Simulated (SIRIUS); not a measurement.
# ZrB2 (P6/mmm) in SIRIUS: further runs, part 2 of 2

SIRIUS 7.12.0. The steps go on from the part before.

### Step 3. Band structure, PW91

sirius.json reads:

```json
{
  "control": {
    "processing_unit": "cpu",
    "std_evp_solver_name": "lapack",
    "gen_evp_solver_name": "lapack",
    "verbosity": 2,
    "print_forces": true,
    "ortho_rf": true,
    "use_second_variation": true,
    "rmt_max": 3.0,
    "num_bands_to_print": 24,
    "save_wf": true
  },
  "parameters": {
    "electronic_structure_method": "full_potential_lapwlo",
    "xc_functionals": ["XC_GGA_X_PW91", "XC_GGA_C_PW91"],
    "core_relativity": "dirac",
    "valence_relativity": "iora",
    "num_fv_states": 24,
    "smearing": "fermi_dirac",
    "smearing_width": 0.0018374661,
    "pw_cutoff": 20,
    "gk_cutoff": 3.82,
    "lmax_apw": 11,
    "lmax_rho": 8,
    "lmax_pot": 8,
    "num_mag_dims": 0,
    "auto_rmt": 0,
    "ngridk": [10, 10, 8],
    "shiftk": [0, 0, 0],
    "num_dft_iter": 80,
    "energy_tol": 1e-07,
    "density_tol": 1e-05,
    "use_symmetry": true
  },
  "settings": {"tol_ne": 1e-10},
  "iterative_solver": {"type": "exact"},
  "mixer": {"type": "anderson", "beta": 0.5, "max_history": 8},
  "unit_cell": {
    "lattice_vectors": [[5.9904318151, 0.0, 0.0], [-2.9952159075, 5.1878661315, 0.0], [0.0, 0.0, 6.6764023983]],
    "atom_types": ["B", "Zr"],
    "atom_files": {"B": "B.json", "Zr": "Zr.json"},
    "atoms": {"B": [[0.6666666667, 0.3333333333, 0.5], [0.3333333333, 0.6666666667, 0.5]], "Zr": [[0.0, 0.0, 0.0]]}
  }
}
```

B.json reads:

```json
{
  "name": "boron",
  "symbol": "B",
  "number": 5,
  "mass": 10.811,
  "rmin": 1e-06,
  "rmt": 1.7,
  "nrmt": 800,
  "rinf": 17.81,
  "core": "1s",
  "valence": [
    {"basis": [{"enu": 0.24, "dme": 0, "n": 0, "auto": 0}, {"enu": 0.24, "dme": 1, "n": 0, "auto": 0}]},
    {"l": 0, "n": 1, "basis": [{"enu": 0.2859, "dme": 0, "n": 0, "auto": 0}]},
    {"l": 1, "n": 2, "basis": [{"enu": 0.34, "dme": 0, "n": 0, "auto": 0}]},
    {"l": 2, "n": 3, "basis": [{"enu": 0.34, "dme": 0, "n": 0, "auto": 0}]},
    {"l": 3, "n": 4, "basis": [{"enu": 0.34, "dme": 0, "n": 0, "auto": 0}]}
  ],
  "lo": [
    {
      "l": 0,
      "basis": [{"enu": 0.2859, "dme": 0, "n": 0, "auto": 0}, {"enu": 0.2859, "dme": 1, "n": 0, "auto": 0}]
    },
    {
      "l": 0,
      "basis": [{"enu": 0.2859, "dme": 1, "n": 0, "auto": 0}, {"enu": 0.2859, "dme": 2, "n": 0, "auto": 0}]
    },
    {
      "l": 0,
      "basis": [{"enu": 0.2859, "dme": 0, "n": 0, "auto": 0}, {"enu": 4.4381, "dme": 0, "n": 0, "auto": 0}]
    },
    {"l": 1, "basis": [{"enu": 0.34, "dme": 0, "n": 0, "auto": 0}, {"enu": 0.34, "dme": 1, "n": 0, "auto": 0}]},
    {"l": 1, "basis": [{"enu": 0.34, "dme": 1, "n": 0, "auto": 0}, {"enu": 0.34, "dme": 2, "n": 0, "auto": 0}]},
    {"l": 1, "basis": [{"enu": 0.34, "dme": 0, "n": 0, "auto": 0}, {"enu": 5.1151, "dme": 0, "n": 0, "auto": 0}]},
    {"l": 2, "basis": [{"enu": 0.34, "dme": 0, "n": 0, "auto": 0}, {"enu": 0.34, "dme": 1, "n": 0, "auto": 0}]},
    {"l": 2, "basis": [{"enu": 0.34, "dme": 1, "n": 0, "auto": 0}, {"enu": 0.34, "dme": 2, "n": 0, "auto": 0}]},
    {"l": 2, "basis": [{"enu": 0.34, "dme": 0, "n": 0, "auto": 0}, {"enu": 5.7379, "dme": 0, "n": 0, "auto": 0}]},
    {"l": 3, "basis": [{"enu": 0.34, "dme": 0, "n": 0, "auto": 0}, {"enu": 0.34, "dme": 1, "n": 0, "auto": 0}]}
  ],
  "free_atom": [... radial grid and density of the free atom, the start of the SCF ...]
}
```

Zr.json reads:

```json
{
  "name": "zirconium",
  "symbol": "Zr",
  "number": 40,
  "mass": 91.224,
  "rmin": 1e-06,
  "rmt": 2.48,
  "nrmt": 800,
  "rinf": 17.42,
  "core": "1s2s2p3s3p",
  "valence": [
    {"basis": [{"enu": 0.24, "dme": 0, "n": 0, "auto": 0}, {"enu": 0.24, "dme": 1, "n": 0, "auto": 0}]},
    {"l": 0, "n": 1, "basis": [{"enu": 0.34, "dme": 0, "n": 0, "auto": 0}]},
    {"l": 1, "n": 2, "basis": [{"enu": 0.34, "dme": 0, "n": 0, "auto": 0}]},
    {"l": 2, "n": 3, "basis": [{"enu": 0.34, "dme": 0, "n": 0, "auto": 0}]},
    {"l": 3, "n": 4, "basis": [{"enu": 0.34, "dme": 0, "n": 0, "auto": 0}]}
  ],
  "lo": [
    {"l": 0, "basis": [{"enu": 0.34, "dme": 0, "n": 0, "auto": 0}, {"enu": 0.34, "dme": 1, "n": 0, "auto": 0}]},
    {
      "l": 0,
      "basis": [{"enu": -1.5212, "dme": 0, "n": 4, "auto": 1}, {"enu": -1.5212, "dme": 1, "n": 4, "auto": 1}]
    },
    {
      "l": 0,
      "basis": [{"enu": -1.5212, "dme": 1, "n": 4, "auto": 1}, {"enu": 0.34, "dme": 0, "n": 0, "auto": 0}]
    },
    {"l": 0, "basis": [{"enu": 0.34, "dme": 0, "n": 0, "auto": 0}, {"enu": 2.9415, "dme": 0, "n": 0, "auto": 0}]},
    {"l": 1, "basis": [{"enu": 0.34, "dme": 0, "n": 0, "auto": 0}, {"enu": 0.34, "dme": 1, "n": 0, "auto": 0}]},
    {
      "l": 1,
      "basis": [{"enu": -0.7159, "dme": 0, "n": 4, "auto": 1}, {"enu": -0.7159, "dme": 1, "n": 4, "auto": 1}]
    },
    {
      "l": 1,
      "basis": [{"enu": -0.7159, "dme": 1, "n": 4, "auto": 1}, {"enu": 0.34, "dme": 0, "n": 0, "auto": 0}]
    },
    {"l": 1, "basis": [{"enu": 0.34, "dme": 0, "n": 0, "auto": 0}, {"enu": 3.3317, "dme": 0, "n": 0, "auto": 0}]},
    {"l": 2, "basis": [{"enu": 0.34, "dme": 0, "n": 0, "auto": 0}, {"enu": 0.34, "dme": 1, "n": 0, "auto": 0}]},
    {"l": 2, "basis": [{"enu": 0.34, "dme": 1, "n": 0, "auto": 0}, {"enu": 0.34, "dme": 2, "n": 0, "auto": 0}]},
    {
      "l": 2,
      "basis": [{"enu": -5.9526, "dme": 0, "n": 3, "auto": 1}, {"enu": -5.9526, "dme": 1, "n": 3, "auto": 1}]
    },
    {"l": 2, "basis": [{"enu": 0.34, "dme": 0, "n": 0, "auto": 0}, {"enu": 2.8764, "dme": 0, "n": 0, "auto": 0}]},
    {"l": 3, "basis": [{"enu": 0.34, "dme": 0, "n": 0, "auto": 0}, {"enu": 0.34, "dme": 1, "n": 0, "auto": 0}]},
    {"l": 3, "basis": [{"enu": 0.34, "dme": 0, "n": 0, "auto": 0}, {"enu": 3.1691, "dme": 0, "n": 0, "auto": 0}]}
  ],
  "free_atom": [... radial grid and density of the free atom, the start of the SCF ...]
}
```

sirius_start.json reads:

```json
{
  "control": {
    "processing_unit": "cpu",
    "std_evp_solver_name": "lapack",
    "gen_evp_solver_name": "lapack",
    "verbosity": 1,
    "print_forces": false,
    "ortho_rf": true,
    "use_second_variation": true,
    "rmt_max": 3.0,
    "num_bands_to_print": 24,
    "save_wf": false
  },
  "parameters": {
    "electronic_structure_method": "full_potential_lapwlo",
    "xc_functionals": ["XC_LDA_X", "XC_LDA_C_PW"],
    "core_relativity": "dirac",
    "valence_relativity": "iora",
    "num_fv_states": 24,
    "smearing": "fermi_dirac",
    "smearing_width": 0.0055123983,
    "pw_cutoff": 20,
    "gk_cutoff": 3.06,
    "lmax_apw": 11,
    "lmax_rho": 8,
    "lmax_pot": 8,
    "num_mag_dims": 0,
    "auto_rmt": 0,
    "ngridk": [4, 4, 3],
    "shiftk": [0, 0, 0],
    "num_dft_iter": 30,
    "energy_tol": 0.01,
    "density_tol": 0.05,
    "use_symmetry": true
  },
  "settings": {"tol_ne": 1e-10},
  "iterative_solver": {"type": "exact"},
  "mixer": {"type": "anderson", "beta": 0.5, "max_history": 8},
  "unit_cell": {
    "lattice_vectors": [[5.9904318151, 0.0, 0.0], [-2.9952159075, 5.1878661315, 0.0], [0.0, 0.0, 6.6764023983]],
    "atom_types": ["B", "Zr"],
    "atom_files": {"B": "B.json", "Zr": "Zr.json"},
    "atoms": {"B": [[0.6666666667, 0.3333333333, 0.5], [0.3333333333, 0.6666666667, 0.5]], "Zr": [[0.0, 0.0, 0.0]]}
  }
}
```

sirius_bands.json reads:

```json
{
  "control": {
    "processing_unit": "cpu",
    "std_evp_solver_name": "lapack",
    "gen_evp_solver_name": "lapack",
    "verbosity": 2,
    "print_forces": true,
    "ortho_rf": true,
    "use_second_variation": true,
    "rmt_max": 3.0,
    "num_bands_to_print": 24,
    "save_wf": true
  },
  "parameters": {
    "electronic_structure_method": "full_potential_lapwlo",
    "xc_functionals": ["XC_GGA_X_PW91", "XC_GGA_C_PW91"],
    "core_relativity": "dirac",
    "valence_relativity": "iora",
    "num_fv_states": 24,
    "smearing": "fermi_dirac",
    "smearing_width": 0.0018374661,
    "pw_cutoff": 20,
    "gk_cutoff": 3.82,
    "lmax_apw": 11,
    "lmax_rho": 8,
    "lmax_pot": 8,
    "num_mag_dims": 0,
    "auto_rmt": 0,
    "ngridk": [10, 10, 8],
    "shiftk": [0, 0, 0],
    "num_dft_iter": 80,
    "energy_tol": 1e-07,
    "density_tol": 1e-05,
    "use_symmetry": true
  },
  "settings": {"tol_ne": 1e-10},
  "iterative_solver": {"type": "exact"},
  "mixer": {"type": "anderson", "beta": 0.5, "max_history": 8},
  "unit_cell": {
    "lattice_vectors": [[5.9904318151, 0.0, 0.0], [-2.9952159075, 5.1878661315, 0.0], [0.0, 0.0, 6.6764023983]],
    "atom_types": ["B", "Zr"],
    "atom_files": {"B": "B.json", "Zr": "Zr.json"},
    "atoms": {"B": [[0.6666666667, 0.3333333333, 0.5], [0.3333333333, 0.6666666667, 0.5]], "Zr": [[0.0, 0.0, 0.0]]}
  },
  "kpoints_rel": {
    "G": [0.0, 0.0, 0.0],
    "A": [0.0, 0.0, 0.5],
    "H": [0.3333333333, 0.3333333333, 0.5],
    "K": [0.3333333333, 0.3333333333, 0.0],
    "L": [0.5, 0.0, 0.5],
    "M": [0.5, 0.0, 0.0]
  },
  "kpoints_path": ["G", "M", "K", "G", "A", "L", "H", "A"]
}
```

Potentials or basis: all-electron FP-LAPW, apw+lo standard.

The run is started by

```sh
OMP_NUM_THREADS=1 sirius.scf --input=sirius_start.json --output=start.json
OMP_NUM_THREADS=1 sirius.scf --input=sirius.json --output=output.json --task=1
OMP_NUM_THREADS=1 sirius.scf --input=sirius_bands.json --output=bands_out.json --task=2
```

The program printed:

```text
[info] SIRIUS version : 7.12.0
[info] number of MPI ranks           : 1
[info] MPI grid                      : 1 1
[info] maximum number of OMP threads : 1
[fft] FFT context for density and potential
[fft] =====================================
[fft]   plane wave cutoff                     : 20
[fft]   grid size                             : 45 45 45   total : 91125
[fft]   grid limits                           : -22 22   -22 22   -22 22
[fft]   number of G-vectors within the cutoff : 27985
[fft]   number of G-shells                    : 1441
[fft] FFT context for coarse grid
[fft] =====================================
[fft]   plane wave cutoff                     : 7.64
[fft]   grid size                             : 18 18 20   total : 6480
[fft]   grid limits                           : -8 9   -8 9   -9 10
[fft]   number of G-vectors within the cutoff : 1571
[fft]   number of G-shells                    : 110
[unit cell] lattice vectors
[unit cell]   a1 :       5.9904318151      0.0000000000      0.0000000000
[unit cell]   a2 :      -2.9952159075      5.1878661315      0.0000000000
[unit cell]   a3 :       0.0000000000      0.0000000000      6.6764023983
[unit cell] reciprocal lattice vectors
[unit cell]   b1 :       1.0488701818      0.6055654818     -0.0000000000
[unit cell]   b2 :       0.0000000000      1.2111309637      0.0000000000
[unit cell]   b3 :       0.0000000000     -0.0000000000      0.9411034465
[unit cell] unit cell volume :       207.48628495 [a.u.^3]
[unit cell] 1/sqrt(omega)    :         0.06942331
[unit cell] MT volume        :       105.05063604 (50.63%)
[unit cell] IT volume        :       102.43564891 (49.37%)
[unit cell] number of atom types : 2
[unit cell] type id : 0 symbol :  B mt_radius :   1.700000 num_atoms : 2
[unit cell] type id : 1 symbol : Zr mt_radius :   2.480000 num_atoms : 1
[unit cell] total number of atoms : 3
[unit cell] number of symmetry classes : 2
[unit cell] atom id  type id  class id             position                      vector_field
[unit cell] ------------------------------------------------------------------------------------------
[unit cell]      0        0        0      0.66667   0.33333   0.50000      0.00000   0.00000   0.00000
[unit cell]      1        0        0      0.33333   0.66667   0.50000      0.00000   0.00000   0.00000
[... 443 lines left out ...]
[find] Free energy (E-TS)             :   -3649.72725394 (Ha),   -7299.45450789 (Ry)
[find] band gap (eV)                  :       0.00000000
[find] Efermi                         :       0.42527435
[find] iteration : 8, RMS (target) : 7.8443e-07 (1.0000e-05) , energy difference (target) : -5.4310e-08 (1.0000e-07)
[find] converged after 9 SCF iterations!
Warning in function "check_num_electrons" at src/density/density.cpp:1179
wrong number of electrons
  obtained value : 49.9997
  target value : 50
  difference : 0.000276582
  total core leakage : 0.000275188
    atom class : 0, core leakage : 0.000137558
    atom class : 1, core leakage : 7.25094e-08
[find] Charges and magnetic moments
[find] --------------------------------------------------------------------------------
[find] atom      charge    core leakage
[find] --------------------------------------------------------------------------------
[find]    0    3.806846    1.375580e-04
[find]    1    3.806846    1.375580e-04
[find]    2   37.876276    7.250941e-08
[find] total core leakage    : 2.75188436e-04
[find] interstitial charge   : 4.509756
[find] total charge          : 49.999723
[find] Energy
[find] --------------------------------------------------------------------------------
[find] valence_eval_sum               :     -61.35112996
[find] core_eval_sum                  :   -2088.84992846
[find] kinetic energy                 :    3768.90811478
[find] enuc                           :   -4415.97484733
[find] <rho|V^{XC}>                   :    -160.41048572
[find] <rho|E^{XC}>                   :    -123.31027968
[find] <mag|B^{XC}>                   :       0.00000000
[find] <rho|V^{H}>                    :   -5758.69868661
[find] smearing (-TS)                 :      -0.00010538
[find] SCF correction                 :      -0.00079303
[find] Total energy                   :   -3649.72714856 (Ha),   -7299.45429713 (Ry)
[find] Free energy (E-TS)             :   -3649.72725394 (Ha),   -7299.45450789 (Ry)
[find] band gap (eV)                  :       0.00000000
[find] Efermi                         :       0.42527435
[ground_state]
[ground_state] ==== total Forces in Ha/bohr =====
[ground_state] atom:    0, force:       0.0000000      0.0000000     -0.0000000
[ground_state] atom:    1, force:      -0.0000000     -0.0000000      0.0000000
[ground_state] atom:    2, force:       0.0000000      0.0000000      0.0000000
[ground_state] ==== contribution from density =====
[ground_state] atom:    0, force:      -0.0000000      0.0000000     -0.0000000
[ground_state] atom:    1, force:       0.0000000      0.0000000      0.0000000
[ground_state] atom:    2, force:       0.0000000      0.0000000      0.0000000
[ground_state] ==== contribution from Hartree potential =====
[ground_state] atom:    0, force:       0.0000000      0.0000000     -0.0000000
[ground_state] atom:    1, force:      -0.0000000     -0.0000000      0.0000000
[ground_state] atom:    2, force:       0.0000000      0.0000000      0.0000000
[ground_state] ==== contribution from IBS =====
[ground_state] atom:    0, force:       0.0000000      0.0000000      0.0000000
[ground_state] atom:    1, force:      -0.0000000     -0.0000000      0.0000000
[ground_state] atom:    2, force:       0.0000000      0.0000000      0.0000000
```

It took 1.7 min on 1 thread of Arm Neoverse V2, shared host; peak memory 0.6 GiB.

What came out:

* Free energy: -99314.1380 eV
* Band gap along the path: none (metal or under the smearing width)
* All electrons inside the program's atomic spheres: Zr 37.88; B 3.81 (radii B 1.7, Zr 2.48 bohr)

Levels at the corners of the path, in eV from the Fermi level:
| point | band 11 | band 12 | band 13 | band 14 | band 15 | band 16 | band 17 | band 18 |
| --- | --- | --- | --- | --- | --- | --- | --- | --- |
| Γ | -2.55 | -2.55 | -2.48 | -2.26 | 3.46 | 3.46 | 4.22 | 4.22 |
| M | -8.42 | -3.80 | -2.97 | -2.58 | 2.32 | 2.38 | 4.97 | 5.05 |
| K | -7.69 | -6.80 | -2.36 | -2.36 | 1.64 | 1.64 | 3.22 | 8.55 |
| Γ | -2.55 | -2.55 | -2.48 | -2.26 | 3.46 | 3.46 | 4.22 | 4.22 |
| A | -6.85 | -0.89 | -0.89 | 0.42 | 0.42 | 0.85 | 0.85 | 1.90 |
| L | -6.90 | -4.52 | -4.03 | -1.91 | 3.80 | 4.19 | 5.33 | 6.28 |
| H | -8.65 | -4.83 | -2.58 | -2.58 | 4.14 | 6.07 | 6.07 | 6.61 |
| A | -6.85 | -0.89 | -0.89 | 0.42 | 0.42 | 0.85 | 0.85 | 1.90 |

### Step 4. Band structure, revPBE

sirius.json: that of step 3 with these lines changed.

```diff
@@ -15,3 +15,3 @@
     "electronic_structure_method": "full_potential_lapwlo",
-    "xc_functionals": ["XC_GGA_X_PW91", "XC_GGA_C_PW91"],
+    "xc_functionals": ["XC_GGA_X_PBE_R", "XC_GGA_C_PBE"],
     "core_relativity": "dirac",
```

B.json is that of step 3.

Zr.json is that of step 3.

sirius_start.json is that of step 3.

sirius_bands.json: that of step 3 with these lines changed.

```diff
@@ -15,3 +15,3 @@
     "electronic_structure_method": "full_potential_lapwlo",
-    "xc_functionals": ["XC_GGA_X_PW91", "XC_GGA_C_PW91"],
+    "xc_functionals": ["XC_GGA_X_PBE_R", "XC_GGA_C_PBE"],
     "core_relativity": "dirac",
```

The run is started by

```sh
OMP_NUM_THREADS=1 sirius.scf --input=sirius_start.json --output=start.json
OMP_NUM_THREADS=1 sirius.scf --input=sirius.json --output=output.json --task=1
OMP_NUM_THREADS=1 sirius.scf --input=sirius_bands.json --output=bands_out.json --task=2
```

Run time: 87 s. Hardware: 1 thread of Arm Neoverse V2, shared host; peak memory 0.59 GiB.

Results (log left out):

```yaml
Free_energy: -99301.4058 eV
Band_gap_along_the_path: none (metal or under the smearing width)
All_electrons_inside_the_program's_atomic_spheres: Zr 37.87; B 3.80 (radii B 1.7, Zr 2.48 bohr)
```

Levels at the corners of the path, in eV from the Fermi level:
```
point  band 10  band 11  band 12  band 13  band 14  band 15  band 16  band 17  band 18  band 19
    Γ   -12.69    -2.54    -2.54    -2.50    -2.27     3.48     3.48     4.27     4.27     4.91
    M    -8.90    -8.47    -3.81    -2.97    -2.60     2.33     2.39     5.00     5.08     6.59
    K    -7.73    -7.73    -6.83    -2.37    -2.37     1.64     1.64     3.24     8.61     8.61
    Γ   -12.69    -2.54    -2.54    -2.50    -2.27     3.48     3.48     4.27     4.27     4.91
    A   -10.67    -6.88    -0.87    -0.87     0.41     0.41     0.86     0.86     1.93     5.14
    L    -9.88    -6.94    -4.53    -4.05    -1.93     3.83     4.14     5.37     6.31     6.56
    H    -8.69    -8.69    -4.85    -2.60    -2.60     4.18     6.10     6.10     6.65     6.65
    A   -10.67    -6.88    -0.87    -0.87     0.41     0.41     0.86     0.86     1.93     5.14
```

### Step 5. Band structure, RPBE

sirius.json: that of step 4 with these lines changed.

```diff
@@ -15,3 +15,3 @@
     "electronic_structure_method": "full_potential_lapwlo",
-    "xc_functionals": ["XC_GGA_X_PBE_R", "XC_GGA_C_PBE"],
+    "xc_functionals": ["XC_GGA_X_RPBE", "XC_GGA_C_PBE"],
     "core_relativity": "dirac",
```

B.json is that of step 4.

Zr.json is that of step 4.

sirius_start.json is that of step 4.

sirius_bands.json: that of step 4 with these lines changed.

```diff
@@ -15,3 +15,3 @@
     "electronic_structure_method": "full_potential_lapwlo",
-    "xc_functionals": ["XC_GGA_X_PBE_R", "XC_GGA_C_PBE"],
+    "xc_functionals": ["XC_GGA_X_RPBE", "XC_GGA_C_PBE"],
     "core_relativity": "dirac",
```

The run is started by

```sh
OMP_NUM_THREADS=1 sirius.scf --input=sirius_start.json --output=start.json
OMP_NUM_THREADS=1 sirius.scf --input=sirius.json --output=output.json --task=1
OMP_NUM_THREADS=1 sirius.scf --input=sirius_bands.json --output=bands_out.json --task=2
```

It took 86 s on 1 thread of Arm Neoverse V2, shared host; peak memory 0.59 GiB.

The run converged. Its results:

| Item | Value |
| --- | --- |
| Free energy | -99303.9425 eV |
| Band gap along the path | none (metal or under the smearing width) |
| All electrons inside the program's atomic spheres | Zr 37.87; B 3.80 (radii B 1.7, Zr 2.48 bohr) |

Levels at the corners of the path, in eV from the Fermi level:
| point | band 11 | band 12 | band 13 | band 14 | band 15 | band 16 | band 17 | band 18 |
| --- | --- | --- | --- | --- | --- | --- | --- | --- |
| Γ | -2.55 | -2.55 | -2.50 | -2.27 | 3.48 | 3.48 | 4.27 | 4.27 |
| M | -8.49 | -3.81 | -2.97 | -2.60 | 2.32 | 2.38 | 5.00 | 5.08 |
| K | -7.75 | -6.83 | -2.37 | -2.37 | 1.64 | 1.64 | 3.24 | 8.61 |
| Γ | -2.55 | -2.55 | -2.50 | -2.27 | 3.48 | 3.48 | 4.27 | 4.27 |
| A | -6.88 | -0.87 | -0.87 | 0.41 | 0.41 | 0.86 | 0.86 | 1.93 |
| L | -6.95 | -4.53 | -4.05 | -1.94 | 3.83 | 4.14 | 5.37 | 6.31 |
| H | -8.70 | -4.85 | -2.61 | -2.61 | 4.18 | 6.09 | 6.09 | 6.65 |
| A | -6.88 | -0.87 | -0.87 | 0.41 | 0.41 | 0.86 | 0.86 | 1.93 |
